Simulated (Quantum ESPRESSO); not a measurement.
# PbS: zone-centre phonons under several settings

```
Pb S
1.0
     2.07995   -5.99130    0.00000
     2.07995    5.99130    0.00000
     0.00000    0.00000    4.27932
Pb S
2 2
Direct
  0.13056 0.86944 0.25000
  0.86944 0.13056 0.75000
  0.35480 0.64520 0.25000
  0.64520 0.35480 0.75000
```

Measurements of this composition are mostly on another form, of space group No. 225.

All runs used Quantum ESPRESSO 7.5; potentials PseudoDojo 0.4.1 SR PBE standard; k mesh 4 × 4 × 4, shifted; no spin polarisation; cutoff 762 eV; occupations smeared at first, fixed for the response.

```tsv
level	geometry	volume (Å³/atom)	pressure (GPa)	lowest optical mode without the field (cm⁻¹)	highest optical mode without the field (cm⁻¹)	sum of the Born charges (e)
BLYP	relaxed cell	?	0.2	?	?	?
BLYP	given cell, atoms relaxed	26.66	4.2	33	197	0.05
```

What stands in the row left open?

Volume 31.26 Å³/atom; lowest optical mode without the field 56i cm⁻¹; highest optical mode without the field 212 cm⁻¹; sum of the Born charges 0.09 e.

Values marked i are imaginary: the cell is unstable against those modes at that level, or the meshes are too thin.

Caveats: the potentials were made for another functional, which shifts forces and pressure; some modes are imaginary (some runs); the volume moved by over 15 % at a fixed basis, so the end points are rough (some runs); the layers were relaxed without a dispersion term, so their spacing and the soft interlayer modes are unreliable (some runs); the cell is more than 3 GPa from zero pressure, which shifts response properties (some runs).

For the row left open. Caveat: the potentials were made for another functional, which shifts forces and pressure; some modes are imaginary; the volume moved by over 15 % at a fixed basis, so the end points are rough; the layers were relaxed without a dispersion term, so their spacing and the soft interlayer modes are unreliable; the Born charges break their sum rule by 0.09 e, a sign of too thin a mesh.
